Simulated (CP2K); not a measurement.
HfC in CP2K: the effect of functional

HfC:

```
CELL_PARAMETERS angstrom
3.28805 0.00000 0.00000
1.64402 2.84753 0.00000
1.64402 0.94918 2.68468
ATOMIC_POSITIONS crystal
Hf 0.50000 0.50000 0.50000
C 0.00000 0.00000 0.00000
```

Alike in all runs:

* Program: CP2K 2026.2
* Task: single point
* Potentials or basis: POTENTIAL_UZH Hf GTH-PBE-q12, C GTH-PBE-q4; TZVP-MOLOPT-PBE-GTH basis
* Density cutoff: 9184 eV
* k mesh: 10 × 10 × 10
* Occupations: fermi-dirac, width 0.05 eV
* Spin: no spin polarisation

```csv
functional,pressure (GPa)
PBE,-1.6
LDA,-9.1
PBEsol,-6.5
OLYP,?
optB88-vdW,-1.0
HLE16,-45.0
TPSS,-1.3
```

**Question.** What does the run with functional OLYP give?

**Answer.** Pressure -5.4 GPa.

Caveats: the basis of atomic orbitals isn't converged, which shifts pressures, moduli and gaps; the potentials were made for another functional, which shifts forces and pressure (some runs); the potentials were made for a functional far from this one (some runs); the cell as given lies far from equilibrium (some runs).
